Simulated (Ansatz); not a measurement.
# AlFe under changes of volume

One of the cells (12.321 Å³/atom); the others are scaled copies at fixed shape and fractional positions:

```
CELL_PARAMETERS angstrom
2.91000 0.00000 0.00000
0.00000 2.91000 0.00000
0.00000 0.00000 2.91000
ATOMIC_POSITIONS crystal
Fe 0.50000 0.50000 0.50000
Al 0.00000 0.00000 0.00000
```

| Quantity | Value |
| --- | --- |
| Program | Ansatz 0.2.0 |
| Functional | PBEsol |
| Potentials or basis | Ansatz PAW |
| Cutoff | 420 eV (not typed: the program's choice for these potentials) |
| k mesh | 9 × 9 × 9 |
| Occupations | fermi-dirac, width 0.05 eV |
| Spin | collinear spin, ferromagnetic start |
| Starting moments | [3.0, 0.0] μB |

| volume (Å³/atom) | energy over the lowest point (meV/atom) | pressure (GPa) | moment (μB per cell) |
| --- | --- | --- | --- |
| 11.582 | 0.00 | -1.2 | 0.61 |
| 11.828 | 4.93 | -5.0 | 0.63 |
| 12.075 | ? | ? | ? |
| 12.321 | 30.46 | -11.2 | 0.66 |
| 12.568 | 49.98 | -13.9 | 0.68 |
| 12.814 | 73.38 | -16.2 | 0.69 |
| 13.060 | 100.24 | -18.3 | 0.72 |

Q: What does the run at 12.075 Å³/atom give?

A: Energy over the lowest point 15.27 meV/atom; pressure -8.3 GPa; moment 0.64 μB per cell.

Worked out: A Birch-Murnaghan fit of order 3 (a polynomial in V^(-2/3)) to the other rows has its minimum at 11.50 Å³/atom, just outside them, with B0 = V·E''(V) = 188 GPa and B' = 4.0. It gives 15.30 meV/atom at 12.075 Å³/atom, against the run's 15.27, and -dE/dV = -8.4 GPa, against -8.3. A straight line through the other rows of the moment, of slope 0.0703 μB per Å³/atom, gives 0.64 μB, against the run's 0.64.

Energies are extrapolated to zero smearing.

Caveats: the PAW data sets come from PBE, with cores solved anew for the run's functional, which leaves a small shift of forces and pressure.
